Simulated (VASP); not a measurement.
# Zn (Im-3m) in VASP: a series of runs

One crystal, Zn, is run at these levels: LDA; tasks: single point.

All numbers are computed with VASP 6.6.1; they aren't measurements. Logs are shortened: lines on timing, memory, paths and dates and some standing lists are left out, and cuts for length are marked.

## Step 1: The structure

Symmetry: Im-3m, No. 229, cubic system. Conventional cell: a = 3.138 Å, b = 3.138 Å, c = 3.138 Å, α = 90.00°, β = 90.00°, γ = 90.00°. Around Zn (site symmetry m-3m) lie 8 Zn at 2.72 Å.

This isn't the form of Zn at room conditions, which is hcp.

## Step 2: Single point, LDA

Contents of INCAR:

```
SYSTEM = Zn
PREC = Accurate
ENCUT = 460
EDIFF = 1E-7
ISMEAR = -5
SIGMA = 0.15
LREAL = .False.
LASPH = .True.
NELM = 100
ALGO = Normal
ISIF = 2
LWAVE = .False.
LCHARG = .False.
NBANDS = 12
ADDGRID = .False.
```

Contents of KPOINTS:

```
Automatic mesh
0
Gamma
  15 15 15
  0 0 0
```

Contents of POSCAR:

```
Zn
1.0
   -1.5690370000      1.5690370000      1.5690370000
    1.5690370000     -1.5690370000      1.5690370000
    1.5690370000      1.5690370000     -1.5690370000
Zn
1
Direct
    0.0000000000      0.0000000000      0.0000000000
```

Potentials or basis: VASP PAW LDA potentials, release 64 (Zn).

Started as:

```bash
> cat potpaw_LDA.64/Zn/POTCAR > POTCAR
> mpirun -np 1 vasp_std > vasp.out
```

OUTCAR:

```text
SYSTEM = Zn
   PREC = Accurate
   ENCUT = 460
   EDIFF = 1E-7
   ISMEAR = -5
   LREAL = .False.
   LASPH = .True.
   NELM = 100
   ISIF = 2

 Found    120 irreducible k-points:

 Following reciprocal coordinates:
            Coordinates               Weight
  0.000000  0.000000  0.000000      1.000000
  0.066667  0.000000  0.000000     12.000000
  0.133333  0.000000  0.000000     12.000000
  0.200000  0.000000  0.000000     12.000000
  0.266667  0.000000  0.000000     12.000000
  0.333333  0.000000  0.000000     12.000000
   k-points           NKPTS =    120   k-points in BZ     NKDIM =    120   number of bands    NBANDS=     12
   number of dos      NEDOS =    301   number of ions     NIONS =      1
   total plane-waves  NPLWV =   8000
   dimension x,y,z NGX =    20 NGY =   20 NGZ =   20
   dimension x,y,z NGXF=    40 NGYF=   40 NGZF=   40
   ions per type =               1
   NGX,Y,Z   is equivalent  to a cutoff of  12.23, 12.23, 12.23 a.u.
   NGXF,Y,Z  is equivalent  to a cutoff of  24.47, 24.47, 24.47 a.u.
 SYSTEM =  Zn
   PREC   = accura    normal or accurate (medium, high low for compatibility)
   ISTART =      0    job   : 0-new  1-cont  2-samecut
   ICHARG =      2    charge: 1-file 2-atom 10-const
   ISPIN  =      1    spin polarized calculation?
   LNONCOLLINEAR =      F non collinear calculations
   LSORBIT =      F    spin-orbit coupling
   LASPH  =      T    aspherical Exc in radial PAW
   ENCUT  =  460.0 eV  33.81 Ry    5.81 a.u.   4.75  4.75  4.75*2*pi/ulx,y,z
   NELM   =    100;   NELMIN=  2; NELMDL= -5     # of ELM steps
   EDIFF  = 0.1E-06   stopping-criterion for ELM
   LREAL  =      F    real-space projection
   EDIFFG = 0.1E-05   stopping-criterion for IOM
   NSW    =      0    number of steps for IOM
   IBRION =     -1    ionic relax: 0-MD 1-quasi-New 2-CG
   NFREE  =      0    steps in history (QN), initial steepest desc. (CG)
   ISIF   =      2    stress and relaxation
   ISYM   =      2    0-nonsym 1-usesym 2-fastsym
   POTIM  = 0.5000    time-step for ionic-motion
   TEBEG  =    0.0;   TEEND  =   0.0 temperature during run
   PSTRESS=    0.0 pullay stress
   NELECT =      12.0000    total number of electrons
   NUPDOWN=      -1.0000    fix difference up-down
   EMIN   =  10.00;   EMAX   =-10.00  energy-range for DOS
   EFERMI =   0.00;   METHOD = LEGACY
   ISMEAR =    -5;   SIGMA  =   0.15  broadening in eV -4-tet -1-fermi 0-gaus
   EFERMI_NEDOS =   21; number of points for ismear=-14 and -15
   IALGO  =     38    algorithm
   IMIX   =      4    mixing-type and parameters
     AMIX     =   0.40;   BMIX     =  1.00
     AMIX_MAG =   1.60;   BMIX_MAG =  1.00
  volume/ion in A,a.u.               =      15.45       104.27
  Fermi-wavevector in a.u.,A,eV,Ry     =   1.504811  2.843681 30.809811  2.264457
  Thomas-Fermi vector in A             =   2.615742
   LORBIT       =      0    0 simple, 1 ext, 2 COOP (PROOUT), +10 PAW based schemes
   GGA     = CA    functional components
   LHFCALC =     F    Hartree Fock is set to
   AEXX    =    0.0000 exact exchange contribution
   IVDW    =     0    specifies the selected vdW correction
   LEPSILON=     F    determine dielectric tensor
   LRPA    =     F    only Hartree local field effects (RPA)
 non-spin polarized calculation
 Fermi weights with tetrahedron method with Bloechl corrections
  energy-cutoff  :      460.00
  volume of cell :       15.45
 maximum number of plane-waves:       370
   NGX =  9   NGY =  9   NGZ =  9

 number of electron      12.0000023 magnetization

 Free energy of the ion-electron system (eV)
  ---------------------------------------------------
  ext. energy  EPLUGINS =         0.00000000
  ---------------------------------------------------
  free energy    TOTEN  =        -1.72786213 eV

  energy without entropy =       -1.72786213  energy(sigma->0) =       -1.72786213

 E-fermi :   2.9230     XC(G=0): -11.8190

 val. band max:        3.2235457116   @ k =  -0.4000  -0.4000   0.1333
 cond. band min:       2.8147593320   @ k =  -0.4667   0.4667   0.1333
 fundamental gap:     -0.4087863796
 Fermi energy:         2.9230172817

 k-point     1 :       0.0000    0.0000    0.0000
  band No.  band energies     occupation
      1      -7.4901      2.00000
      2      -4.9960      2.00000
      3      -4.9960      2.00000
      4      -4.9960      2.00000
      5      -4.4924      2.00000
      6      -4.4924      2.00000
      7      21.5695      0.00000
      8      21.5695      0.00000
      9      21.5695      0.00000
     10      23.6926      0.00000
     11      23.6926      0.00000
     12      23.6926      0.00000

 k-point     2 :       0.0667    0.0000    0.0000
  band No.  band energies     occupation
      1      -7.3500      2.00000
      2      -5.0090      2.00000
      3      -4.9927      2.00000
      4      -4.9630      2.00000
      5      -4.5046      2.00000
      6      -4.4915      2.00000
      7      19.7542      0.00000
      8      20.6075      0.00000
      9      21.0229      0.00000
     10      22.4628      0.00000
     11      22.6390      0.00000
     12      23.3883      0.00000

 k-point     3 :       0.1333    0.0000    0.0000
  band No.  band energies     occupation
      1      -6.9401      2.00000
      2      -5.0456      2.00000
      3      -4.9787      2.00000
      4      -4.8685      2.00000
      5      -4.5329      2.00000
      6      -4.4891      2.00000
      7      16.4699      0.00000
      8      19.0024      0.00000
      9      19.7545      0.00000
     10      21.3545      0.00000
     11      21.6379      0.00000
     12      23.6159      0.00000

 k-point     4 :       0.2000    0.0000    0.0000
  band No.  band energies     occupation
      1      -6.3177      2.00000
      2      -5.0994      2.00000
      3      -4.9109      2.00000
      4      -4.7255      2.00000
      5      -4.5565      2.00000
      6      -4.4848      2.00000
      7      13.1910      0.00000
      8      17.4710      0.00000
      9      18.4398      0.00000
     10      20.2814      0.00000
     11      20.9377      0.00000
     12      24.3286      0.00000

 k-point     5 :       0.2667    0.0000    0.0000
  band No.  band energies     occupation
      1      -5.7526      2.00000
      2      -5.1610      2.00000
      3      -4.5729      2.00000
      4      -4.5555      2.00000
      5      -4.5136      2.00000
      6      -4.4788      2.00000
      7      10.0932      0.00000
      8      16.1552      0.00000
      9      17.3101      0.00000
     10      19.4374      0.00000
     11      20.3772      0.00000
     12      25.3812      0.00000

 k-point     6 :       0.3333    0.0000    0.0000
  band No.  band energies     occupation
      1      -5.5892      2.00000
      2      -5.2195      2.00000
      3      -4.5508      2.00000
      4      -4.4718      2.00000
      5      -4.3864      2.00000
      6      -3.4688      2.00000
      7       7.2208      0.00000
      8      15.1150      0.00000
      9      16.4317      0.00000
     10      18.8159      0.00000
     11      19.9692      0.00000
     12      26.7225      0.00000

 [... further k-points ...]

------------------------ aborting loop because EDIFF is reached ----------------------------------------

  FORCE on cell =-STRESS in cart. coord.  units (eV):
  Direction    XX          YY          ZZ          XY          YZ          ZX
  --------------------------------------------------------------------------------------
  -------------------------------------------------------------------------------------
  Total       -0.8762621     -0.8762621     -0.8762621      0.0000000      0.0000000     -0.0000000
  in kB      -90.8625791    -90.8625791    -90.8625791      0.0000000      0.0000000     -0.0000000
  external PRESSURE =     -90.8625791 kB  Pullay stress =       0.0000000 kB

 VOLUME and BASIS-vectors are now :
 -----------------------------------------------------------------------------
  energy-cutoff  :      460.00
  volume of cell :       15.45
      direct lattice vectors                 reciprocal lattice vectors
    -1.569037000  1.569037000  1.569037000     0.000000000  0.318666800  0.318666800
     1.569037000 -1.569037000  1.569037000     0.318666800  0.000000000  0.318666800
     1.569037000  1.569037000 -1.569037000     0.318666800  0.318666800  0.000000000

 POSITION                                       TOTAL-FORCE (eV/Angst)
 -----------------------------------------------------------------------------------
      0.00000      0.00000      0.00000         0.000000     -0.000000      0.000000
 -----------------------------------------------------------------------------------
    total drift:                                0.000000     -0.000000      0.000000

  FREE ENERGIE OF THE ION-ELECTRON SYSTEM (eV)
  ---------------------------------------------------
  free  energy   TOTEN  =        -1.7278621348 eV

  energy  without entropy=       -1.7278621348  energy(sigma->0) =       -1.72786213
```

Run time: 12 s. Hardware: 1 thread of Intel Xeon Platinum 8488C (Sapphire Rapids), shared host; peak memory 0.13 GiB.

These settings aren't checked as converged: the numbers below hold their error.

What came out:

```yaml
Free_energy: -1.7279 eV
Pressure: -9.1 GPa
Band_gap_on_the_k_mesh: none (metal or under the smearing width)
```

Caveat: tetrahedron occupations give inexact forces and stress in metals.

## Step 3: Single point, LDA

Changes to INCAR since step 2:

```diff
@@ -4,3 +4,3 @@
 EDIFF = 1E-7
-ISMEAR = -5
+ISMEAR = 0
 SIGMA = 0.15
```

KPOINTS is that of step 2.

POSCAR is that of step 2.

Potentials or basis: VASP PAW LDA potentials, release 64 (Zn).

Started as:

```bash
> cat potpaw_LDA.64/Zn/POTCAR > POTCAR
> mpirun -np 1 vasp_std > vasp.out
```

Run time: 8.6 s. Hardware: 1 thread of Intel Xeon Platinum 8488C (Sapphire Rapids), shared host; peak memory 0.12 GiB.

The run converged, but some of its settings lie outside the range that counts as converged, so its numbers aren't taken as properties of the crystal.

What came out:

```yaml
Free_energy: -1.7293 eV
Pressure: -8.1 GPa
Band_gap_on_the_k_mesh: none (metal or under the smearing width)
```

## Step 4: Single point, LDA

Changes to INCAR since step 3:

```diff
@@ -4,3 +4,3 @@
 EDIFF = 1E-7
-ISMEAR = 0
+ISMEAR = 1
 SIGMA = 0.15
```

KPOINTS is that of step 3.

POSCAR is that of step 3.

Potentials or basis: VASP PAW LDA potentials, release 64 (Zn).

Started as:

```bash
> cat potpaw_LDA.64/Zn/POTCAR > POTCAR
> mpirun -np 1 vasp_std > vasp.out
```

OUTCAR:

```text
SYSTEM = Zn
   PREC = Accurate
   ENCUT = 460
   EDIFF = 1E-7
   ISMEAR = 1
   LREAL = .False.
   LASPH = .True.
   NELM = 100
   ISIF = 2

 Found    120 irreducible k-points:

 Following reciprocal coordinates:
            Coordinates               Weight
  0.000000  0.000000  0.000000      1.000000
  0.066667  0.000000  0.000000     12.000000
  0.133333  0.000000  0.000000     12.000000
  0.200000  0.000000  0.000000     12.000000
  0.266667  0.000000  0.000000     12.000000
  0.333333  0.000000  0.000000     12.000000
   k-points           NKPTS =    120   k-points in BZ     NKDIM =    120   number of bands    NBANDS=     12
   number of dos      NEDOS =    301   number of ions     NIONS =      1
   total plane-waves  NPLWV =   8000
   dimension x,y,z NGX =    20 NGY =   20 NGZ =   20
   dimension x,y,z NGXF=    40 NGYF=   40 NGZF=   40
   ions per type =               1
   NGX,Y,Z   is equivalent  to a cutoff of  12.23, 12.23, 12.23 a.u.
   NGXF,Y,Z  is equivalent  to a cutoff of  24.47, 24.47, 24.47 a.u.
 SYSTEM =  Zn
   PREC   = accura    normal or accurate (medium, high low for compatibility)
   ISTART =      0    job   : 0-new  1-cont  2-samecut
   ICHARG =      2    charge: 1-file 2-atom 10-const
   ISPIN  =      1    spin polarized calculation?
   LNONCOLLINEAR =      F non collinear calculations
   LSORBIT =      F    spin-orbit coupling
   LASPH  =      T    aspherical Exc in radial PAW
   ENCUT  =  460.0 eV  33.81 Ry    5.81 a.u.   4.75  4.75  4.75*2*pi/ulx,y,z
   NELM   =    100;   NELMIN=  2; NELMDL= -5     # of ELM steps
   EDIFF  = 0.1E-06   stopping-criterion for ELM
   LREAL  =      F    real-space projection
   EDIFFG = 0.1E-05   stopping-criterion for IOM
   NSW    =      0    number of steps for IOM
   IBRION =     -1    ionic relax: 0-MD 1-quasi-New 2-CG
   NFREE  =      0    steps in history (QN), initial steepest desc. (CG)
   ISIF   =      2    stress and relaxation
   ISYM   =      2    0-nonsym 1-usesym 2-fastsym
   POTIM  = 0.5000    time-step for ionic-motion
   TEBEG  =    0.0;   TEEND  =   0.0 temperature during run
   PSTRESS=    0.0 pullay stress
   NELECT =      12.0000    total number of electrons
   NUPDOWN=      -1.0000    fix difference up-down
   EMIN   =  10.00;   EMAX   =-10.00  energy-range for DOS
   EFERMI =   0.00;   METHOD = LEGACY
   ISMEAR =     1;   SIGMA  =   0.15  broadening in eV -4-tet -1-fermi 0-gaus
   EFERMI_NEDOS =   21; number of points for ismear=-14 and -15
   IALGO  =     38    algorithm
   IMIX   =      4    mixing-type and parameters
     AMIX     =   0.40;   BMIX     =  1.00
     AMIX_MAG =   1.60;   BMIX_MAG =  1.00
  volume/ion in A,a.u.               =      15.45       104.27
  Fermi-wavevector in a.u.,A,eV,Ry     =   1.504811  2.843681 30.809811  2.264457
  Thomas-Fermi vector in A             =   2.615742
   LORBIT       =      0    0 simple, 1 ext, 2 COOP (PROOUT), +10 PAW based schemes
   GGA     = CA    functional components
   LHFCALC =     F    Hartree Fock is set to
   AEXX    =    0.0000 exact exchange contribution
   IVDW    =     0    specifies the selected vdW correction
   LEPSILON=     F    determine dielectric tensor
   LRPA    =     F    only Hartree local field effects (RPA)
 non-spin polarized calculation
 Methfessel and Paxton  Order N= 1 SIGMA  =   0.15
  energy-cutoff  :      460.00
  volume of cell :       15.45
 maximum number of plane-waves:       370
   NGX =  9   NGY =  9   NGZ =  9

 number of electron      12.0000023 magnetization

 Free energy of the ion-electron system (eV)
  ---------------------------------------------------
  ext. energy  EPLUGINS =         0.00000000
  ---------------------------------------------------
  free energy    TOTEN  =        -1.72762541 eV

  energy without entropy =       -1.72766309  energy(sigma->0) =       -1.72763797

 E-fermi :   2.8020     XC(G=0): -11.8165

 val. band max:        2.7393735966   @ k =   0.2667   0.2667   0.1333
 cond. band min:       2.8193912879   @ k =  -0.4667   0.4667   0.1333
 fundamental gap:      0.0800176913
 Fermi energy:         2.8020101238

 k-point     1 :       0.0000    0.0000    0.0000
  band No.  band energies     occupation
      1      -7.4875      2.00000
      2      -4.9807      2.00000
      3      -4.9807      2.00000
      4      -4.9807      2.00000
      5      -4.4772      2.00000
      6      -4.4772      2.00000
      7      21.5743      0.00000
      8      21.5743      0.00000
      9      21.5743      0.00000
     10      23.6934      0.00000
     11      23.6934      0.00000
     12      23.6934      0.00000

 k-point     2 :       0.0667    0.0000    0.0000
  band No.  band energies     occupation
      1      -7.3475      2.00000
      2      -4.9937      2.00000
      3      -4.9774      2.00000
      4      -4.9477      2.00000
      5      -4.4894      2.00000
      6      -4.4763      2.00000
      7      19.7582      0.00000
      8      20.6121      0.00000
      9      21.0270      0.00000
     10      22.4648      0.00000
     11      22.6410      0.00000
     12      23.3896      0.00000

 k-point     3 :       0.1333    0.0000    0.0000
  band No.  band energies     occupation
      1      -6.9375      2.00000
      2      -5.0304      2.00000
      3      -4.9635      2.00000
      4      -4.8531      2.00000
      5      -4.5178      2.00000
      6      -4.4739      2.00000
      7      16.4735      0.00000
      8      19.0069      0.00000
      9      19.7577      0.00000
     10      21.3569      0.00000
     11      21.6405      0.00000
     12      23.6180      0.00000

 k-point     4 :       0.2000    0.0000    0.0000
  band No.  band energies     occupation
      1      -6.3143      2.00000
      2      -5.0843      2.00000
      3      -4.8965      2.00000
      4      -4.7100      2.00000
      5      -4.5414      2.00000
      6      -4.4696      2.00000
      7      13.1947      0.00000
      8      17.4753      0.00000
      9      18.4424      0.00000
     10      20.2842      0.00000
     11      20.9406      0.00000
     12      24.3310      0.00000

 k-point     5 :       0.2667    0.0000    0.0000
  band No.  band energies     occupation
      1      -5.7451      2.00000
      2      -5.1459      2.00000
      3      -4.5583      2.00000
      4      -4.5398      2.00000
      5      -4.5032      2.00000
      6      -4.4636      2.00000
      7      10.0969      0.00000
      8      16.1594      0.00000
      9      17.3125      0.00000
     10      19.4403      0.00000
     11      20.3803      0.00000
     12      25.3838      0.00000

 k-point     6 :       0.3333    0.0000    0.0000
  band No.  band energies     occupation
      1      -5.5776      2.00000
      2      -5.2046      2.00000
      3      -4.5355      2.00000
      4      -4.4566      2.00000
      5      -4.3705      2.00000
      6      -3.4632      2.00000
      7       7.2247      0.00000
      8      15.1190      0.00000
      9      16.4339      0.00000
     10      18.8190      0.00000
     11      19.9726      0.00000
     12      26.7253      0.00000

 [... further k-points ...]

------------------------ aborting loop because EDIFF is reached ----------------------------------------

  FORCE on cell =-STRESS in cart. coord.  units (eV):
  Direction    XX          YY          ZZ          XY          YZ          ZX
  --------------------------------------------------------------------------------------
  -------------------------------------------------------------------------------------
  Total       -0.7907434     -0.7907434     -0.7907434      0.0000000      0.0000000     -0.0000000
  in kB      -81.9948573    -81.9948573    -81.9948573      0.0000000      0.0000000     -0.0000000
  external PRESSURE =     -81.9948573 kB  Pullay stress =       0.0000000 kB

 VOLUME and BASIS-vectors are now :
 -----------------------------------------------------------------------------
  energy-cutoff  :      460.00
  volume of cell :       15.45
      direct lattice vectors                 reciprocal lattice vectors
    -1.569037000  1.569037000  1.569037000     0.000000000  0.318666800  0.318666800
     1.569037000 -1.569037000  1.569037000     0.318666800  0.000000000  0.318666800
     1.569037000  1.569037000 -1.569037000     0.318666800  0.318666800  0.000000000

 POSITION                                       TOTAL-FORCE (eV/Angst)
 -----------------------------------------------------------------------------------
      0.00000      0.00000      0.00000        -0.000000      0.000000     -0.000000
 -----------------------------------------------------------------------------------
    total drift:                                0.000000     -0.000000      0.000000

  FREE ENERGIE OF THE ION-ELECTRON SYSTEM (eV)
  ---------------------------------------------------
  free  energy   TOTEN  =        -1.7276254074 eV

  energy  without entropy=       -1.7276630909  energy(sigma->0) =       -1.72763797
```

It took 8.6 s on 1 thread of Intel Xeon Platinum 8488C (Sapphire Rapids), shared host; peak memory 0.12 GiB.

These settings aren't checked as converged: the numbers below hold their error.

Results:

| Item | Value |
| --- | --- |
| Free energy | -1.7276 eV |
| Pressure | -8.2 GPa |
| Band gap on the k mesh | none (metal or under the smearing width) |

## Step 5: For comparison

An earlier run on the cell as given: functional PBEsol; potentials or basis VASP PAW PBE potentials, release 64 (Zn); cutoff 520 eV; k mesh 12 × 12 × 12; occupations fermi-dirac, width 0.05 eV; no spin polarisation.

* Pressure: -4.9 GPa
* Band gap on the k mesh: none (metal or under the smearing width)
